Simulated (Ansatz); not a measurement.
Wanted: the native input for an Ansatz 0.2.0 run.

```
Task                : single point
Functional          : RPBE
Potentials or basis : all-electron LAPW, scalar-relativistic
Cutoff              : 271 eV (chosen from the basis error)
Basis error allowed : 0.001 eV/atom
k mesh              : 12 × 12 × 12
Occupations         : gaussian, width 0.02 eV
Spin                : no spin polarisation
```

Pt:

```
CELL_PARAMETERS angstrom
0.00000 1.96090 1.96090
1.96090 0.00000 1.96090
1.96090 1.96090 0.00000
ATOMIC_POSITIONS crystal
Pt 0.00000 0.00000 0.00000
```

One way to write it, as run:

input.yaml

```yaml
crystal:
  lattice:
    - [0.0, 1.9609, 1.9609]
    - [1.9609, 0.0, 1.9609]
    - [1.9609, 1.9609, 0.0]
  atoms:
    - { symbol: Pt, position: [0.0, 0.0, 0.0] }
kpoints:
  mp_grid: { grid: [12, 12, 12] }
scf:
  occupations: { method: gaussian, width: 0.02 }
hamiltonian:
  xc: rpbe
  pseudopotentials: { kind: all_electron, lapw: { basis_error: 0.001 } }
output:
  forces: true
  stress: true
  eigenvalues: true
```

Potentials or basis: all-electron LAPW, scalar-relativistic.

Command:

```sh
$ ansatz run input.yaml --threads 1 --pin off --max-ram 3072MiB --backend cpu --events-out ev --progress --plain --runs-dir out
```

It gave:

| Quantity | Value |
| --- | --- |
| Pressure | 14.4 GPa |
| Band gap on the k mesh | none (metal or under the smearing width) |

Wall time 11 s on 1 thread of Arm Neoverse V1 (shared host), peak memory 0.29 GiB.
